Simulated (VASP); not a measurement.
Input of a VASP 6.6.1 run:

INCAR

```
ALGO = Fast
EDIFF = 1E-6
ENCUT = 520
GGA = PS
ISIF = 2
ISMEAR = 0
LASPH = True
LCHARG = True
LELF = True
LREAL = False
LVHAR = True
LWAVE = False
NBANDS = 22
NELM = 80
PREC = Accurate
SIGMA = 0.01
```

KPOINTS

```
Automatic mesh
0
Gamma
  2 2 2
  0.5 0.5 0.5
```

The input POSCAR:

```
InSb3
1.0
    4.8063670000      0.0000000000      0.0000000000
    0.0000000000      4.8063670000      0.0000000000
    0.0000000000      0.0000000000      4.8063670000
In Sb
1 3
Direct
    0.0466550818     -0.0466550818      0.0466550818
    0.5055608770      0.0515351159      0.5055608770
   -0.0515351159      0.4944391230      0.5055608770
    0.5055608770      0.4944391230     -0.0515351159
```

Potentials or basis: VASP PAW PBE potentials, release 64 (In_d, Sb).

Command:

```sh
$ cat potpaw_PBE.64/In_d/POTCAR potpaw_PBE.64/Sb/POTCAR > POTCAR
$ mpirun -np 1 vasp_std > vasp.out
```

What does it give for the largest force?

0.014 eV/Å.

What does it give for the band gap on the k mesh?

0.34 eV, direct.

Stress tensor (GPa, compression positive):
```
 0.76  0.60 -0.60
 0.60  0.76  0.60
-0.60  0.60  0.76
```

Caveat: the k mesh is coarse (spacing up to 0.65 Å⁻¹), so the values aren't converged; the PAW data sets were made with another functional, which shifts forces and pressure a little; spin-orbit coupling is left out, which moves the levels of the heavy elements. A k mesh can miss the band edges.
